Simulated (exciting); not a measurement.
# HgTe (I-4m2) in exciting: settings compared

Aim: see how the results for HgTe move with the level of theory and the settings. Levels: PBEsol, LDA. Tasks: single point.

All numbers are computed with exciting (release sodium); they aren't measurements. Logs are shortened: lines on timing, memory, paths and dates and some standing lists are left out, and cuts for length are marked.

### 1 The crystal as given

Symmetry: I-4m2, No. 119, tetragonal system. The conventional cell has a = 6.091 Å, b = 6.091 Å, c = 3.119 Å, α = 90.00°, β = 90.00°, γ = 90.00°. Around Hg (site symmetry -4m2) lie 2 Hg at 3.12 Å and 4 Te at 3.14 Å. Around Te (site symmetry -4m2) lie 2 Te at 3.12 Å and 4 Hg at 3.14 Å.

Measurements of this composition are mostly on another form, of space group No. 216.

### 2 Single point, PBEsol

input.xml

```xml
<input>
  <title>HgTe</title>
  <structure speciespath="./" tshift="false">
    <crystal scale="1">
      <basevect>8.656339078139 0.000000000000 0.000000000000</basevect>
      <basevect>-6.649954872197 5.541688049067 0.000000000000</basevect>
      <basevect>-1.003192102498 -2.770844023494 8.139301888965</basevect>
    </crystal>
    <species speciesfile="Hg.xml" rmt="2.3">
      <atom coord="0.750000000000 0.250000000000 0.500000000000"/>
    </species>
    <species speciesfile="Te.xml" rmt="2.3">
      <atom coord="0.000000000000 0.000000000000 0.000000000000"/>
    </species>
  </structure>
  <groundstate do="fromscratch" ngridk="10 10 10" rgkmax="9" gmaxvr="14" lmaxapw="10" lmaxmat="10" lmaxvr="8" xctype="GGA_PBE_SOL" stype="Gaussian" swidth="0.00367493" nempty="10" ValenceRelativity="iora*" epsengy="1e-05" epspot="1e-05" maxscl="60" tforce="true" outputlevel="low"/>
  <properties>
    <chargedensityplot>
      <plot3d>
        <box grid="23 23 23">
          <origin coord="0 0 0"/>
          <point coord="1 0 0"/>
          <point coord="0 1 0"/>
          <point coord="0 0 1"/>
        </box>
      </plot3d>
    </chargedensityplot>
    <elfplot>
      <plot3d>
        <box grid="23 23 23">
          <origin coord="0 0 0"/>
          <point coord="1 0 0"/>
          <point coord="0 1 0"/>
          <point coord="0 0 1"/>
        </box>
      </plot3d>
    </elfplot>
    <exccplot>
      <plot3d>
        <box grid="23 23 23">
          <origin coord="0 0 0"/>
          <point coord="1 0 0"/>
          <point coord="0 1 0"/>
          <point coord="0 0 1"/>
        </box>
      </plot3d>
    </exccplot>
  </properties>
</input>
```

Potentials or basis: all-electron LAPW+lo, shipped species files, valence relativity iora*.

The run is started by

```bash
> OMP_NUM_THREADS=1 exciting_smp
```

INFO.OUT:

```text
================================================================================
EXCITING SODIUM started
[... 10 lines left out ...]

 Lattice vectors (cartesian) :
      8.6563390781      0.0000000000      0.0000000000
     -6.6499548722      5.5416880491      0.0000000000
     -1.0031921025     -2.7708440235      8.1393018890

 Reciprocal lattice vectors (cartesian) :
      0.7258478729      0.8710081759      0.3859781459
     -0.0000000000      1.1338035002      0.3859781459
      0.0000000000     -0.0000000000      0.7719562922

 Unit cell volume                           :     390.4482599619
 Brillouin zone volume                      :       0.6352959889

 Species :    1 (Hg)
     parameters loaded from                 :    Hg.xml
     name                                   :    mercury

     atomic positions (lattice) :
       1 :   0.75000000  0.25000000  0.50000000

 Species :    2 (Te)
     parameters loaded from                 :    Te.xml
     name                                   :    tellurium

     atomic positions (lattice) :
       1 :   0.00000000  0.00000000  0.00000000

 Total number of atoms per unit cell        :       2

 Spin treatment                             :    spin-unpolarised

 Number of Bravais lattice symmetries       :      16
 Number of crystal symmetries               :       8

 k-point grid                               :      10   10   10
 Total number of k-points                   :     158
 k-point set is reduced with crystal symmetries

 R^MT_min * |G+k|_max (rgkmax)              :       9.00000000

 G-vector grid sizes                        :      40    40    40
 Total number of G-vectors                  :   18093

 Total nuclear charge                       :    -132.00000000
 Total electronic charge                    :     132.00000000

 Number of empty states                     :      10
 Total number of valence states             :      28

 Exchange-correlation type                  :      22
     PBEsol, Phys. Rev. Lett. 100, 136406 (2008)
     Generalised gradient approximation (GGA)

 Smearing scheme                            :    Gaussian
 Smearing width                             :       0.00367493

++++++++++++++++++++++++++++++++++++++++++++++++++++++++++++++++++++++++++++++++
+ Ending initialization                                                        +
++++++++++++++++++++++++++++++++++++++++++++++++++++++++++++++++++++++++++++++++

********************************************************************************
* Groundstate module started                                                   *
********************************************************************************
 Output level for this task is set to low

++++++++++++++++++++++++++++++++++++++++++++++++++++++++++++++++++++++++++++++++
[... 5 lines left out ...]
+ SCF iteration number :    1                                                  +
++++++++++++++++++++++++++++++++++++++++++++++++++++++++++++++++++++++++++++++++
 Total energy                               :    -26436.45705579
 _______________________________________________________________
 Fermi energy                               :         0.23277331
 DOS at Fermi energy (states/Ha/cell)       :        28.57964921
 Electron charge: Core leakage              :         0.00336244

++++++++++++++++++++++++++++++++++++++++++++++++++++++++++++++++++++++++++++++++
+ SCF iteration number :    2                                                  +
++++++++++++++++++++++++++++++++++++++++++++++++++++++++++++++++++++++++++++++++
 Total energy                               :    -26446.07886975
 _______________________________________________________________
 Fermi energy                               :         0.23001868
 DOS at Fermi energy (states/Ha/cell)       :        32.40114865
 Electron charge: Core leakage              :         0.00333095

 RMS change in effective potential (target) :  0.396653E-01  ( 0.100000E-04)
 Absolute change in total energy   (target) :   9.62181      ( 0.100000E-04)
 Charge distance                   (target) :  0.184423E-02  ( 0.100000E-04)
 Abs. change in max-nonIBS-force   (target) :   0.00000      ( 0.500000E-04)

++++++++++++++++++++++++++++++++++++++++++++++++++++++++++++++++++++++++++++++++
+ SCF iteration number :    3                                                  +
++++++++++++++++++++++++++++++++++++++++++++++++++++++++++++++++++++++++++++++++
 Total energy                               :    -26448.64652593
 _______________________________________________________________
 Fermi energy                               :         0.22764943
 DOS at Fermi energy (states/Ha/cell)       :        36.08679019
 Electron charge: Core leakage              :         0.00331929

 RMS change in effective potential (target) :  0.300280E-01  ( 0.100000E-04)
 Absolute change in total energy   (target) :   2.56766      ( 0.100000E-04)
 Charge distance                   (target) :  0.465948E-03  ( 0.100000E-04)
 Abs. change in max-nonIBS-force   (target) :   0.00000      ( 0.500000E-04)

++++++++++++++++++++++++++++++++++++++++++++++++++++++++++++++++++++++++++++++++
+ SCF iteration number :    4                                                  +
++++++++++++++++++++++++++++++++++++++++++++++++++++++++++++++++++++++++++++++++
 Total energy                               :    -26450.00926462
 _______________________________________________________________
 Fermi energy                               :         0.22076456
 DOS at Fermi energy (states/Ha/cell)       :        33.02524482
 Electron charge: Core leakage              :         0.00330198
[... 113 lines left out ...]
 RMS change in effective potential (target) :  0.206251E-06  ( 0.100000E-04)
 Absolute change in total energy   (target) :  0.133300E-04  ( 0.100000E-04)
 Charge distance                   (target) :  0.855016E-07  ( 0.100000E-04)
 Abs. change in max-nonIBS-force   (target) :   0.00000      ( 0.500000E-04)

++++++++++++++++++++++++++++++++++++++++++++++++++++++++++++++++++++++++++++++++
+ SCF iteration number :   13                                                  +
++++++++++++++++++++++++++++++++++++++++++++++++++++++++++++++++++++++++++++++++
 Total energy                               :    -26450.47875385
 _______________________________________________________________
 Fermi energy                               :         0.22074471
 DOS at Fermi energy (states/Ha/cell)       :        35.48942253
 Electron charge: Core leakage              :         0.00330097

 RMS change in effective potential (target) :  0.255708E-07  ( 0.100000E-04)
 Absolute change in total energy   (target) :  0.277800E-05  ( 0.100000E-04)
 Charge distance                   (target) :  0.169244E-07  ( 0.100000E-04)
 Abs. change in max-nonIBS-force   (target) :   0.00000      ( 0.500000E-04)

++++++++++++++++++++++++++++++++++++++++++++++++++++++++++++++++++++++++++++++++
+ SCF iteration number :   14                                                  +
++++++++++++++++++++++++++++++++++++++++++++++++++++++++++++++++++++++++++++++++
 Total energy                               :    -26450.47875757
 _______________________________________________________________
 Fermi energy                               :         0.22074471
 DOS at Fermi energy (states/Ha/cell)       :        35.48946054
 Electron charge: Core leakage              :         0.00330097

 RMS change in effective potential (target) :  0.571925E-08  ( 0.100000E-04)
 Absolute change in total energy   (target) :  0.372604E-05  ( 0.100000E-04)
 Charge distance                   (target) :  0.191974E-08  ( 0.100000E-04)
 Abs. change in max-nonIBS-force   (target) :   0.00000      ( 0.500000E-04)

++++++++++++++++++++++++++++++++++++++++++++++++++++++++++++++++++++++++++++++++
| Convergency criteria checked for the last 2 iterations                       +
| Convergence targets achieved. Performing final SCF iteration                 +
++++++++++++++++++++++++++++++++++++++++++++++++++++++++++++++++++++++++++++++++
 Total energy                               :    -26450.47875889
 _______________________________________________________________
 Fermi energy                               :         0.22074471
 DOS at Fermi energy (states/Ha/cell)       :        35.48946406
 Electron charge: Core leakage              :         0.00330097

++++++++++++++++++++++++++++++++++++++++++++++++++++++++++++++++++++++++++++++++
+ Self-consistent loop stopped                                                 +
++++++++++++++++++++++++++++++++++++++++++++++++++++++++++++++++++++++++++++++++
 STATE.OUT is written

--------------------------------------------------------------------------------
- Writing atomic positions and forces                                          -
--------------------------------------------------------------------------------

 Atomic positions (lattice) :
 atom     1  Hg  :     0.75000000    0.25000000    0.50000000
 atom     2  Te  :     0.00000000    0.00000000    0.00000000

 Total atomic forces including IBS (cartesian) :
 atom     1  Hg  :    -0.00000000    0.00000000    0.00000000
 atom     2  Te  :     0.00000000   -0.00000000    0.00000000

 Atomic force components including IBS (cartesian) :
 atom     1  Hg  :    -0.00000000   -0.00000000    0.00000000   HF force
                 :     0.00000000   -0.00000000    0.00000000   core correction
                 :     0.00000000   -0.00000000    0.00000000   IBS correction
 atom     2  Te  :     0.00000000    0.00000000    0.00000000   HF force
                 :    -0.00000000    0.00000000    0.00000000   core correction
                 :    -0.00000000    0.00000000    0.00000000   IBS correction

********************************************************************************
* Groundstate module stopped                                                   *
********************************************************************************

================================================================================
| EXCITING SODIUM stopped                                                      =
================================================================================
```

Wall time 12 min (1 thread of Arm Neoverse V1, shared host); peak memory 0.16 GiB.

What came out:

- Free energy: -719754.2004 eV
- Band gap on the k mesh: none (metal or under the smearing width)
- Density of states at the Fermi level: 1.30 states/eV per cell

Levels at points of the mesh, in eV from the Fermi level:
| k point | band 13 | band 14 | band 15 | band 16 | band 17 | band 18 | band 19 | band 20 | band 21 | band 22 |
| --- | --- | --- | --- | --- | --- | --- | --- | --- | --- | --- |
| (0.00, 0.00, 0.00) | -6.16 | -6.16 | -3.45 | -2.38 | -2.38 | 3.53 | 4.64 | 6.88 | 6.88 | 9.34 |
| (0.50, 0.00, 0.00) | -6.39 | -6.15 | -4.48 | -1.90 | -1.04 | -0.13 | 3.21 | 3.82 | 5.91 | 8.16 |
| (0.50, 0.50, 0.00) | -6.14 | -6.11 | -6.04 | -0.83 | 1.52 | 1.96 | 2.90 | 3.46 | 9.04 | 10.29 |
| (0.50, 0.50, 0.50) | -6.13 | -6.10 | -4.38 | -4.28 | -4.28 | 3.20 | 7.41 | 8.01 | 8.01 | 12.24 |

Caveat: the log's total energy holds no entropy term; the free energy is that total less TS from the occupations. The run has no spin-orbit coupling, so splittings on Hg, Te are missing.

### 3 Single point, LDA

input.xml

```xml
<input>
  <title>HgTe</title>
  <structure speciespath="./" tshift="false">
    <crystal scale="1">
      <basevect>-5.755355554339 5.755355554339 2.946857816003</basevect>
      <basevect>5.755355554339 -5.755355554339 2.946857816003</basevect>
      <basevect>5.755355554339 5.755355554339 -2.946857816003</basevect>
    </crystal>
    <species speciesfile="Hg.xml" rmt="2.3">
      <atom coord="0.750000000000 0.250000000000 0.500000000000"/>
    </species>
    <species speciesfile="Te.xml" rmt="2.3">
      <atom coord="0.000000000000 0.000000000000 0.000000000000"/>
    </species>
  </structure>
  <groundstate do="fromscratch" ngridk="10 10 10" rgkmax="9" gmaxvr="14" lmaxapw="10" lmaxmat="10" lmaxvr="8" xctype="LDA_PW" stype="Gaussian" swidth="0.00367493" nempty="10" ValenceRelativity="iora*" epsengy="1e-05" epspot="1e-05" maxscl="60" tforce="true" outputlevel="low"/>
</input>
```

Potentials or basis: all-electron LAPW+lo, shipped species files, valence relativity iora*.

The run is started by

```bash
> OMP_NUM_THREADS=1 exciting_smp
```

It took 7.5 min on 1 thread of Arm Neoverse V2, shared host; peak memory 0.16 GiB.

Results (log left out):

```
Free energy                          : -719533.2794 eV
Band gap on the k mesh               : none (metal or under the smearing width)
Density of states at the Fermi level : 1.33 states/eV per cell
```

Levels at points of the mesh, in eV from the Fermi level:
| k point | band 14 | band 15 | band 16 | band 17 | band 18 | band 19 | band 20 | band 21 |
| --- | --- | --- | --- | --- | --- | --- | --- | --- |
| (0.00, 0.00, 0.00) | -6.12 | -3.50 | -2.35 | -2.35 | 3.50 | 4.74 | 6.86 | 6.86 |
| (0.50, 0.00, 0.00) | -6.12 | -4.43 | -1.89 | -1.01 | -0.14 | 3.19 | 3.89 | 5.92 |
| (0.50, 0.50, 0.00) | -6.07 | -6.02 | -0.80 | 1.50 | 1.98 | 2.90 | 3.47 | 9.13 |
| (0.50, 0.50, 0.50) | -6.07 | -4.40 | -4.23 | -4.23 | 3.18 | 7.48 | 7.97 | 7.97 |

Caveat: the log's total energy holds no entropy term; the free energy is that total less TS from the occupations. Spin-orbit coupling is left out, which matters for the levels of Hg, Te.
